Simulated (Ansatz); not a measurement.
Write the native input for Ansatz 0.2.0 that does the following.

```
Task                : band structure
Functional          : LDA
Potentials or basis : all-electron LAPW, scalar-relativistic
Cutoff              : 240 eV (chosen from the basis error)
Basis error allowed : 0.002 eV/atom
k mesh              : 7 × 7 × 6
Occupations         : fermi-dirac, width 0.05 eV
Spin                : no spin polarisation
```

InSe:

```
In Se
1.0
     5.82639   -2.05465    0.00000
     5.82639    2.05465    0.00000
    -1.72323    0.00000    4.77135
In Se
2 2
Direct
  0.88820 0.88820 0.04684
  0.11180 0.11180 0.95316
  0.66093 0.66093 0.66896
  0.33907 0.33907 0.33104
```

The cell comes from a database or a generator and needn't be the stable form of this composition.

These files were run (other wordings do the same):

input.yaml

```yaml
crystal:
  lattice:
    - [5.8263928781, -2.054648955, 0.0]
    - [5.8263928781, 2.054648955, 0.0]
    - [-1.723233014, 0.0, 4.7713478577]
  atoms:
    - { symbol: In, position: [0.88820325, 0.88820325, 0.04684136] }
    - { symbol: In, position: [0.11179675, 0.11179675, 0.95315864] }
    - { symbol: Se, position: [0.66092759, 0.66092759, 0.66895562] }
    - { symbol: Se, position: [0.33907241, 0.33907241, 0.33104438] }
kpoints:
  mp_grid: { grid: [7, 7, 6] }
  band_path:
    path: [[0.0, 0.5, 0.0], [0.0, 0.0, 0.0], [0.0, 0.0, -0.5]]
    npoints: 12
scf:
  occupations: { method: fermi_dirac, width: 0.05 }
hamiltonian:
  xc: lda
  pseudopotentials: { kind: all_electron, lapw: { basis_error: 0.002 } }
output:
  forces: true
  stress: true
  eigenvalues: true
```

Potentials or basis: all-electron LAPW, scalar-relativistic.

The run is started by

```console
$ ansatz run input.yaml --threads 2 --pin off --max-ram 6144MiB --backend cpu --events-out ev --progress --plain --runs-dir out
```

Results of the run:

```json
{
 "Pressure": "-2.8 GPa",
 "Largest force": "0.089 eV/Å",
 "Band gap on the k mesh": "1.00 eV, indirect (least direct gap 1.07 eV)",
 "Band gap along the path": "1.37 eV, direct"
}
```

Caveat: spin-orbit coupling is left out, which moves the levels of the heavy elements.

Wall time 54 s on 2 threads of Arm Neoverse V2 (shared host), peak memory 0.87 GiB.
